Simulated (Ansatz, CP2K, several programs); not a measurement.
Energy against volume for BaTiO3 (started from an entry of an open crystallographic database), at fixed shape and fractional coordinates, computed by several methods (PBE and r2SCAN, where shown, with plane waves in Ansatz); the cell shown is that of r2SCAN. With free coordinates or axes held, a curve is too stiff, and on another method's shape its minimum isn't the method's own volume. It is orthorhombic, Amm2 (No. 38); conventional cell a = 3.963 Å, b = 5.715 Å, c = 5.748 Å, 13.02 Å³ an atom. Ba has 12 O at 2.77–2.98 Å; Ti has 6 O at 1.85–2.21 Å; O has 2 Ti at 1.99 Å and 4 Ba at 2.77–2.98 Å; O has 2 Ti at 1.85–2.21 Å and 4 Ba at 2.79–2.88 Å. No spin polarisation and no zero-point or thermal motion. Energies count from each curve's lowest point; fits are third-order Birch-Murnaghan.

Space group Amm2 (No. 38). a = 3.963 Å, b = 5.715 Å, c = 5.748 Å, α = 90.00°, β = 90.00°, γ = 90.00°
```csv
atom,site,symmetry,x,y,z
Ba,2a,mm2,0.0000,0.5000,0.5084
Ti,2b,mm2,0.5000,0.5000,0.0240
O,2a,mm2,0.0000,0.5000,0.9904
O,4e,m..,0.5000,0.2569,0.2371
```

Q: PBE/DZVP (CP2K), on the shape of the cell shown, gives

| V (Å³/atom) | E (meV/atom) |
| --- | --- |
| 11.459 | 182.92 |
| 12.241 | 55.58 |
| 13.022 | 1.08 |
| 13.803 | 0.00 |
| 14.584 | 37.07 |

What equilibrium volume and bulk modulus follow?

A: V₀ = 13.43 Å³ an atom and B₀ = 157 GPa.

light PBE (260 eV and a coarse mesh), on the shape of the cell shown:
```csv
V (Å³/atom),E (meV/atom)
11.980,56.45
12.501,0.00
13.022,2.69
13.543,9.92
14.064,26.84
14.584,85.23
```
The points scatter about the fit by more than 0.3 meV an atom, since at so low a cutoff the number of plane waves jumps with the volume, so no fit is quoted.

r2SCAN, on the shape of its own relaxed cell:

| V (Å³/atom) | E (meV/atom) |
| --- | --- |
| 12.241 | 28.41 |
| 12.631 | 6.73 |
| 13.022 | 0.00 |
| 13.412 | 5.99 |
| 13.803 | 22.78 |

V₀ = 13.02 Å³ an atom and B₀ = 173 GPa.

PBE, on the shape of its own relaxed cell:
```tsv
V (Å³/atom)	E (meV/atom)
12.589	25.95
12.991	6.11
13.392	0.00
13.794	5.45
14.196	20.75
```
V₀ = 13.39 Å³ an atom and B₀ = 154 GPa.

PBE/SZV (CP2K), on the shape of the cell shown:
```tsv
V (Å³/atom)	E (meV/atom)
11.459	345.82
12.241	152.67
13.022	44.91
13.803	0.00
14.584	0.41
```
V₀ = 14.17 Å³ an atom and B₀ = 146 GPa.
